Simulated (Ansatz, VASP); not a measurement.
GaN: VASP beside Ansatz

INCAR

```
SYSTEM = GaN
PREC = Accurate ; ENCUT = 520
EDIFF = 1E-6 ; ISMEAR = -1
SIGMA = 0.05 ; LREAL = .False.
LASPH = .True. ; NELM = 80
ALGO = Normal ; ISIF = 2
LWAVE = .False. ; LCHARG = .False.
GGA = PE ; NBANDS = 16
```

KPOINTS

```
regular mesh
0
Gamma
  13 13 13
  0 0 0
```

File POSCAR:

```
GaN
1.0
   -0.0213412177      2.1341217709      2.1341217709
    2.1341217709     -0.0213412177      2.1341217709
    2.1127805532      2.1127805532      0.0000000000
Ga N
1 1
Direct
    0.0000000000      0.0000000000      0.0000000000
    0.5000000000      0.5000000000      0.5000000000
```

Input for Ansatz:

```yaml
crystal:
  lattice:
    - [-0.0213412177, 2.1341217709, 2.1341217709]
    - [2.1341217709, -0.0213412177, 2.1341217709]
    - [2.1127805532, 2.1127805532, 0.0]
  atoms:
    - { symbol: Ga, position: [0.0, 0.0, 0.0] }
    - { symbol: "N", position: [0.5, 0.5, 0.5] }
kpoints:
  mp_grid: { grid: [13, 13, 13] }
scf:
  occupations: { method: fermi_dirac, width: 0.05 }
hamiltonian:
  xc: pbe
  pseudopotentials: { kind: all_electron, lapw: { basis_error: 0.00025 } }
output:
  forces: true
  stress: true
  eigenvalues: true
```

Change from the starting cell: xy shear strain of -2 %.

Alike in both runs: task single point; functional PBE; k mesh 13 × 13 × 13; occupations fermi-dirac, width 0.05 eV; no spin polarisation.

|  | VASP | Ansatz |
| --- | --- | --- |
| version | VASP 6.6.1 | Ansatz 0.2.0 |
| potentials or method | VASP PAW PBE potentials, release 64 (Ga_d, N) | all-electron LAPW, scalar-relativistic |
| plane-wave cutoff (eV) | 520 | see its input |

|  | VASP | Ansatz | Ansatz less VASP |
| --- | --- | --- | --- |
| pressure (GPa) | 0.8 | 0.1 | -0.74 |
| largest component of the traceless stress (GPa) | 4.10 | 4.11 | +0.011 |

Ansatz ran all-electron here, so the differences hold the error of VASP's frozen core and of both bases.

Caveats: an odd mesh through Γ misses points on the zone boundary, where band edges often lie.
